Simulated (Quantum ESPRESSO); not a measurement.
# W (Im-3m) in Quantum ESPRESSO: further runs

One crystal, W, is run at these levels: PBEsol; tasks: single point, equation of state.

Program: Quantum ESPRESSO 7.5. These are calculated values, not measurements. Logs are shortened: lines on timing, memory, paths and dates and some standing lists are left out, and cuts for length are marked.

### 1 The structure

The structure is cubic, space group Im-3m (No. 229). The conventional cell has a = 3.165 Å, b = 3.165 Å, c = 3.165 Å, α = 90.00°, β = 90.00°, γ = 90.00°. W (site symmetry m-3m) has 8 W at 2.74 Å as nearest neighbours.

### 2 Single point, PBEsol, 14.90 Å³/atom

pw.in

```
&CONTROL
  calculation = 'scf'
  prefix = 'pwscf'
  outdir = './tmp'
  pseudo_dir = './pseudo'
  tprnfor = .true.
  tstress = .true.
  disk_io = 'nowf'
/
&SYSTEM
  ibrav = 0
  nat = 1
  ntyp = 1
  ecutwfc = 74
  nbnd = 13
  occupations = 'smearing'
  smearing = 'fd'
  degauss = 0.00367493
/
&ELECTRONS
  conv_thr = 2d-10
  electron_maxstep = 120
  mixing_beta = 0.5
/
ATOMIC_SPECIES
W    183.8400 W.upf
CELL_PARAMETERS angstrom
  -1.5500431812    1.5500431812    1.5500431812
   1.5500431812   -1.5500431812    1.5500431812
   1.5500431812    1.5500431812   -1.5500431812
ATOMIC_POSITIONS crystal
W      0.0000000000    0.0000000000    0.0000000000
K_POINTS automatic
12 12 12 0 0 0
```

Potentials or basis: PseudoDojo 0.4.1 SR PBEsol standard.

Run with:

```
> OMP_NUM_THREADS=1 pw.x -in pw.in > pw.out
```

pw.out:

```text
This program is part of the open-source Quantum ESPRESSO suite
     for quantum simulation of materials; please cite
[... 9 lines left out ...]
     --------------------
     sticks:   dense  smooth     PW     G-vecs:    dense   smooth      PW
     Sum         563     563    213                 8589     8589    1961

     Using Slab Decomposition

     bravais-lattice index     =            0
     lattice parameter (alat)  =       5.0734  a.u.
     unit-cell volume          =     100.5282 (a.u.)^3
     number of atoms/cell      =            1
     number of atomic types    =            1
     number of electrons       =        14.00
     number of Kohn-Sham states=           13
     kinetic-energy cutoff     =      74.0000  Ry
     charge density cutoff     =     296.0000  Ry
     scf convergence threshold =      2.0E-10
     mixing beta               =       0.5000
     number of iterations used =            8  plain     mixing
     Exchange-correlation= PBESOL
                           (   1   4  10   8   0   0   0)

     celldm(1)=   5.073449  celldm(2)=   0.000000  celldm(3)=   0.000000
     celldm(4)=   0.000000  celldm(5)=   0.000000  celldm(6)=   0.000000

     crystal axes: (cart. coord. in units of alat)
               a(1) = (  -0.577350   0.577350   0.577350 )
               a(2) = (   0.577350  -0.577350   0.577350 )
               a(3) = (   0.577350   0.577350  -0.577350 )

     reciprocal axes: (cart. coord. in units 2 pi/alat)
               b(1) = ( -0.000000  0.866025  0.866025 )
               b(2) = (  0.866025 -0.000000  0.866025 )
               b(3) = (  0.866025  0.866025  0.000000 )

     PseudoPot. # 1 for W  read from file:
     W.upf
     Pseudo is Norm-conserving + core correction, Zval = 14.0
     Generated using ONCVPSP code by D. R. Hamann
     Using radial grid of 1396 points,  8 beta functions with:
                l(1) =   0
                l(2) =   0
                l(3) =   1
                l(4) =   1
                l(5) =   2
                l(6) =   2
                l(7) =   3
                l(8) =   3

     atomic species   valence    mass     pseudopotential
     W                14.00   183.84000     W ( 1.00)

     48 Sym. Ops., with inversion, found

   Cartesian axes

     site n.     atom                  positions (alat units)
         1        W      tau(   1) = (   0.0000000   0.0000000   0.0000000  )

     number of k points=    72  Fermi-Dirac smearing, width (Ry)=  0.0037
                       cart. coord. in units 2pi/alat
        k(    1) = (   0.0000000   0.0000000   0.0000000), wk =   0.0011574
        k(    2) = (   0.0721688   0.0721688   0.0000000), wk =   0.0138889
        k(    3) = (   0.1443376   0.1443376   0.0000000), wk =   0.0138889
        k(    4) = (   0.2165064   0.2165064   0.0000000), wk =   0.0138889
        k(    5) = (   0.2886751   0.2886751   0.0000000), wk =   0.0138889
        k(    6) = (   0.3608439   0.3608439   0.0000000), wk =   0.0138889
[... 64 lines left out ...]
        k(   71) = (  -0.8660254  -0.0721688  -0.0721688), wk =   0.0138889
        k(   72) = (  -0.8660254  -0.8660254  -0.8660254), wk =   0.0011574

     Dense  grid:     8589 G-vectors     FFT dimensions: (  27,  27,  27)

     Initial potential from superposition of free atoms

     starting charge      13.9995, renormalised to      14.0000
     Starting wfcs are   10 randomized atomic wfcs +    3 random wfcs

     Self-consistent Calculation

     iteration #  1     ecut=    74.00 Ry     beta= 0.50
     Davidson diagonalization with overlap
     ethr =  1.00E-02,  avg # of iterations =  4.7

     Threshold (ethr) on eigenvalues was too large:
     Diagonalizing with lowered threshold

     Davidson diagonalization with overlap
     ethr =  2.38E-04,  avg # of iterations =  2.6

     total energy              =    -151.65622474 Ry
     estimated scf accuracy    <       0.03458453 Ry

     iteration #  2     ecut=    74.00 Ry     beta= 0.50
     Davidson diagonalization with overlap
     ethr =  2.47E-04,  avg # of iterations =  1.8

     total energy              =    -151.65936864 Ry
     estimated scf accuracy    <       0.00245401 Ry

     iteration #  3     ecut=    74.00 Ry     beta= 0.50
     Davidson diagonalization with overlap
     ethr =  1.75E-05,  avg # of iterations =  2.4

     total energy              =    -151.65957011 Ry
     estimated scf accuracy    <       0.00022913 Ry

     iteration #  4     ecut=    74.00 Ry     beta= 0.50
     Davidson diagonalization with overlap
     ethr =  1.64E-06,  avg # of iterations =  2.9

     total energy              =    -151.65958156 Ry
     estimated scf accuracy    <       0.00000096 Ry

     iteration #  5     ecut=    74.00 Ry     beta= 0.50
     Davidson diagonalization with overlap
     ethr =  6.87E-09,  avg # of iterations =  3.9

     total energy              =    -151.65958296 Ry
     estimated scf accuracy    <       0.00000014 Ry

     iteration #  6     ecut=    74.00 Ry     beta= 0.50
     Davidson diagonalization with overlap
     ethr =  1.03E-09,  avg # of iterations =  2.0

     total energy              =    -151.65958298 Ry
     estimated scf accuracy    <          2.9E-09 Ry

     iteration #  7     ecut=    74.00 Ry     beta= 0.50
     Davidson diagonalization with overlap
     ethr =  2.07E-11,  avg # of iterations =  2.6

     total energy              =    -151.65958298 Ry
     estimated scf accuracy    <          4.3E-10 Ry

     iteration #  8     ecut=    74.00 Ry     beta= 0.50
     Davidson diagonalization with overlap
     ethr =  3.09E-12,  avg # of iterations =  2.0

     End of self-consistent calculation

          k = 0.0000 0.0000 0.0000 (  1061 PWs)   bands (ev):

   -50.0783 -13.5297 -13.5297 -13.5297  14.0033  22.6480  22.6480  22.6480
    26.3711  26.3711  38.6407  38.6407  38.6407

          k = 0.0722 0.0722 0.0000 (  1063 PWs)   bands (ev):

   -50.0665 -13.6457 -13.5653 -13.5305  14.3643  22.4280  22.5918  23.0021
    26.0340  26.3748  38.9463  39.2405  39.5375

          k = 0.1443 0.1443 0.0000 (  1069 PWs)   bands (ev):

   -50.0344 -13.9543 -13.6612 -13.5327  15.3401  21.8775  22.3182  24.0375
    25.6083  26.4234  39.5015  40.9241  41.3530

          k = 0.2165 0.2165 0.0000 (  1069 PWs)   bands (ev):

   -49.9903 -14.3581 -13.7897 -13.5357  16.5472  21.2172  22.0130  25.6673
    25.7156  26.5863  39.0815  41.3410  43.4455

          k = 0.2887 0.2887 0.0000 (  1078 PWs)   bands (ev):

   -49.9458 -14.7436 -13.9153 -13.5388  17.2781  20.6348  22.5314  26.1474
    26.8832  27.7114  37.5524  39.1266  46.1811

          k = 0.3608 0.3608 0.0000 (  1080 PWs)   bands (ev):

   -49.9131 -15.0156 -14.0056 -13.5411  17.3479  20.2464  23.9594  26.4244
    27.2189  29.7508  36.1719  36.9925  42.9760

          k =-0.4330-0.4330 0.0000 (  1080 PWs)   bands (ev):

   -49.9011 -15.1132 -14.0382 -13.5419  17.2944  20.1110  24.9399  26.3142
    27.3775  30.7485  35.6327  36.0974  41.5764

          k = 0.1443 0.0722 0.0722 (  1065 PWs)   bands (ev):

   -50.0446 -13.8581 -13.6044 -13.5584  15.0392  22.1430  22.2749  23.7577
    25.5687  26.4935  39.4374  40.4095  40.8063

          k = 0.2165 0.1443 0.0722 (  1071 PWs)   bands (ev):

   -50.0065 -14.1999 -13.7199 -13.5719  16.1859  21.5513  21.8665  25.1410
    25.3536  26.7269  39.8764  41.3345  42.2596

          k = 0.2887 0.2165 0.0722 (  1074 PWs)   bands (ev):

   -49.9621 -14.5730 -13.8654 -13.5779  17.2669  20.9299  21.8148  25.6158
    26.9839  27.0925  38.5358  40.4202  44.1016

          k = 0.3608 0.2887 0.0722 (  1076 PWs)   bands (ev):

   -49.9235 -14.8827 -13.9910 -13.5822  17.6313  20.4637  22.7654  26.1237
    27.2548  29.2173  36.9403  38.0852  43.5678

          k = 0.4330 0.3608 0.0722 (  1080 PWs)   bands (ev):

   -49.9012 -15.0566 -14.0626 -13.5845  17.5751  20.2171  24.0285  26.2351
    27.6221  30.8888  35.8426  36.4185  41.6852

          k = 0.2887 0.1443 0.1443 (  1078 PWs)   bands (ev):

   -49.9681 -14.4902 -13.8340 -13.6275  17.3422  21.1474  21.3583  25.2472
    26.9453  27.1628  39.3526  40.9141  43.1290

          k = 0.3608 0.2165 0.1443 (  1080 PWs)   bands (ev):

   -49.9295 -14.7471 -14.0013 -13.6530  18.1913  20.6743  21.5806  25.6017
    27.3340  29.1994  37.5335  39.9686  42.6183
[... 243 lines left out ...]
   -49.8366 -14.8751 -14.3403 -14.1046  18.7594  20.0311  23.2500  24.1282
    30.1671  31.8493  35.0285  38.5771  42.8700

          k =-0.7939-0.1443-0.2165 (  1087 PWs)   bands (ev):

   -49.8247 -14.7795 -14.4833 -14.1658  18.8645  19.3752  23.2377  25.8066
    28.8894  32.3400  35.4125  37.8184  43.9728

          k =-0.7217-0.1443-0.1443 (  1081 PWs)   bands (ev):

   -49.8165 -14.6700 -14.6700 -14.1648  18.9934  18.9934  23.0281  27.7823
    27.7823  34.0861  35.3362  35.3362  46.0425

          k =-0.0000-0.0000 0.5774 (  1080 PWs)   bands (ev):

   -49.8398 -14.5814 -14.3483 -14.3483  19.0986  19.2206  25.0059  25.0059
    27.2669  28.3934  40.3415  40.3415  41.0670

          k = 0.0000-0.0722 0.6495 (  1084 PWs)   bands (ev):

   -49.8137 -14.6914 -14.4491 -14.3806  18.5523  18.8879  25.4418  25.6114
    28.7978  30.1620  37.1715  37.9490  43.1431

          k =-0.8660-0.1443-0.1443 (  1086 PWs)   bands (ev):

   -49.8041 -14.7524 -14.4855 -14.3704  18.3704  18.7288  25.4590  25.6789
    29.8962  32.5196  34.4077  36.6497  44.6252

          k =-0.7939-0.0722-0.1443 (  1089 PWs)   bands (ev):

   -49.7965 -14.6891 -14.5840 -14.4001  18.2545  18.4214  25.4595  27.5271
    28.9978  32.4953  35.0017  35.6602  44.2516

          k = 0.0000 0.0000 0.7217 (  1076 PWs)   bands (ev):

   -49.7892 -14.6293 -14.5522 -14.5522  18.0008  18.2046  27.4306  27.4306
    28.9199  30.8945  35.7323  35.7323  42.9351

          k =-0.8660-0.0722-0.0722 (  1074 PWs)   bands (ev):

   -49.7802 -14.6610 -14.5895 -14.5592  17.8398  17.9084  27.9403  28.0707
    29.7053  32.7273  33.5589  34.3840  42.5367

          k =-0.8660-0.8660-0.8660 (  1048 PWs)   bands (ev):

   -49.7715 -14.6271 -14.6271 -14.6271  17.6281  17.6281  29.6368  29.6368
    29.6368  32.7593  32.7593  32.7593  41.2585

     the Fermi energy is    23.9798 ev

!    total energy              =    -151.65958298 Ry
     estimated scf accuracy    <          4.4E-11 Ry
     smearing contrib. (-TS)   =      -0.00038070 Ry
     internal energy E=F+TS    =    -151.65920229 Ry

     The total energy is F=E-TS. E is the sum of the following terms:
     one-electron contribution =     -12.03910446 Ry
     hartree contribution      =      15.18081541 Ry
     xc contribution           =     -33.04408469 Ry
     ewald contribution        =    -121.75682854 Ry

     convergence has been achieved in   8 iterations

     Forces acting on atoms (cartesian axes, Ry/au):

     atom    1 type  1   force =     0.00000000    0.00000000    0.00000000

     Total force =     0.000000     Total SCF correction =     0.000000

     Computing stress (Cartesian axis) and pressure

          total   stress  (Ry/bohr**3)                   (kbar)     P=      185.60
   0.00126166  -0.00000000  -0.00000000          185.60       -0.00       -0.00
  -0.00000000   0.00126166  -0.00000000           -0.00      185.60       -0.00
  -0.00000000  -0.00000000   0.00126166           -0.00       -0.00      185.60

=------------------------------------------------------------------------------=
   JOB DONE.
=------------------------------------------------------------------------------=
```

Wall time 12 s (1 thread of Arm Neoverse V2, shared host); peak memory 0.05 GiB.

What came out:

| Item | Value |
| --- | --- |
| Free energy | -2063.4337 eV |
| Pressure | 18.6 GPa |
| Band gap on the k mesh | none (metal or under the smearing width) |

### 3 Single point, PBEsol, 15.21 Å³/atom

pw.in, as its differences from that of step 2:

```diff
@@ -27,5 +27,5 @@
 CELL_PARAMETERS angstrom
-  -1.5500431812    1.5500431812    1.5500431812
-   1.5500431812   -1.5500431812    1.5500431812
-   1.5500431812    1.5500431812   -1.5500431812
+  -1.5609593379    1.5609593379    1.5609593379
+   1.5609593379   -1.5609593379    1.5609593379
+   1.5609593379    1.5609593379   -1.5609593379
 ATOMIC_POSITIONS crystal
```

Potentials or basis: PseudoDojo 0.4.1 SR PBEsol standard.

Run with:

```
> OMP_NUM_THREADS=1 pw.x -in pw.in > pw.out
```

Wall time 12 s (1 thread of Arm Neoverse V2, shared host); peak memory 0.05 GiB.

Results (log left out):

- Free energy: -2063.4628 eV
- Pressure: 10.8 GPa
- Band gap on the k mesh: none (metal or under the smearing width)

### 4 Single point, PBEsol, 15.53 Å³/atom

pw.in, as its differences from that of step 3:

```diff
@@ -27,5 +27,5 @@
 CELL_PARAMETERS angstrom
-  -1.5609593379    1.5609593379    1.5609593379
-   1.5609593379   -1.5609593379    1.5609593379
-   1.5609593379    1.5609593379   -1.5609593379
+  -1.5717249149    1.5717249149    1.5717249149
+   1.5717249149   -1.5717249149    1.5717249149
+   1.5717249149    1.5717249149   -1.5717249149
 ATOMIC_POSITIONS crystal
```

Run with:

```
> OMP_NUM_THREADS=1 pw.x -in pw.in > pw.out
```

Run time: 13 s. Hardware: 1 thread of Arm Neoverse V2, shared host; peak memory 0.05 GiB.

Results (log left out):

```
Free energy            : -2063.4771 eV
Pressure               : 3.7 GPa
Band gap on the k mesh : none (metal or under the smearing width)
```

### 5 Single point, PBEsol, 15.85 Å³/atom

pw.in, as its differences from that of step 4:

```diff
@@ -27,5 +27,5 @@
 CELL_PARAMETERS angstrom
-  -1.5717249149    1.5717249149    1.5717249149
-   1.5717249149   -1.5717249149    1.5717249149
-   1.5717249149    1.5717249149   -1.5717249149
+  -1.5823450000    1.5823450000    1.5823450000
+   1.5823450000   -1.5823450000    1.5823450000
+   1.5823450000    1.5823450000   -1.5823450000
 ATOMIC_POSITIONS crystal
```

Run with:

```
> OMP_NUM_THREADS=1 pw.x -in pw.in > pw.out
```

It took 13 s on 1 thread of Arm Neoverse V2, shared host; peak memory 0.05 GiB.

The run converged. Its results:

* Free energy: -2063.4780 eV
* Pressure: -2.8 GPa
* Band gap on the k mesh: none (metal or under the smearing width)

### 6 Single point, PBEsol, 16.16 Å³/atom

pw.in, as its differences from that of step 5:

```diff
@@ -27,5 +27,5 @@
 CELL_PARAMETERS angstrom
-  -1.5823450000    1.5823450000    1.5823450000
-   1.5823450000   -1.5823450000    1.5823450000
-   1.5823450000    1.5823450000   -1.5823450000
+  -1.5928244114    1.5928244114    1.5928244114
+   1.5928244114   -1.5928244114    1.5928244114
+   1.5928244114    1.5928244114   -1.5928244114
 ATOMIC_POSITIONS crystal
```

Potentials or basis: PseudoDojo 0.4.1 SR PBEsol standard.

Run with:

```
> OMP_NUM_THREADS=1 pw.x -in pw.in > pw.out
```

It took 13 s on 1 thread of Arm Neoverse V2, shared host; peak memory 0.05 GiB.

Results (log left out):

```yaml
Free_energy: -2063.4668 eV
Pressure: -8.6 GPa
Band_gap_on_the_k_mesh: none (metal or under the smearing width)
```

### 7 Single point, PBEsol, 16.48 Å³/atom

pw.in, as its differences from that of step 6:

```diff
@@ -27,5 +27,5 @@
 CELL_PARAMETERS angstrom
-  -1.5928244114    1.5928244114    1.5928244114
-   1.5928244114   -1.5928244114    1.5928244114
-   1.5928244114    1.5928244114   -1.5928244114
+  -1.6031677168    1.6031677168    1.6031677168
+   1.6031677168   -1.6031677168    1.6031677168
+   1.6031677168    1.6031677168   -1.6031677168
 ATOMIC_POSITIONS crystal
```

Run with:

```
> OMP_NUM_THREADS=1 pw.x -in pw.in > pw.out
```

Run time: 13 s. Hardware: 1 thread of Arm Neoverse V2, shared host; peak memory 0.05 GiB.

Results (log left out):

- Free energy: -2063.4445 eV
- Pressure: -13.9 GPa
- Band gap on the k mesh: none (metal or under the smearing width)

### 8 Single point, PBEsol, 16.80 Å³/atom

pw.in, as its differences from that of step 7:

```diff
@@ -27,5 +27,5 @@
 CELL_PARAMETERS angstrom
-  -1.6031677168    1.6031677168    1.6031677168
-   1.6031677168   -1.6031677168    1.6031677168
-   1.6031677168    1.6031677168   -1.6031677168
+  -1.6133792515    1.6133792515    1.6133792515
+   1.6133792515   -1.6133792515    1.6133792515
+   1.6133792515    1.6133792515   -1.6133792515
 ATOMIC_POSITIONS crystal
```

Run with:

```
> OMP_NUM_THREADS=1 pw.x -in pw.in > pw.out
```

It took 13 s on 1 thread of Arm Neoverse V2, shared host; peak memory 0.05 GiB.

It converged, with:

```
Free energy            : -2063.4123 eV
Pressure               : -18.7 GPa
Band gap on the k mesh : none (metal or under the smearing width)
```

### 9 Equation of state, PBEsol

Potentials or basis: PseudoDojo 0.4.1 SR PBEsol standard.

No new run: the results of the series are fitted here.

What came out:

```yaml
Equilibrium_volume: 15.71 Å³/atom
Bulk_modulus: 317 GPa
Pressure_derivative_of_the_bulk_modulus: 3.8
```

Energy against volume, from the lowest point:
```csv
volume (Å³/atom),energy (meV/atom)
14.897,44.23
15.214,15.20
15.531,0.91
15.848,0.00
16.165,11.22
16.482,33.47
16.798,65.70
```
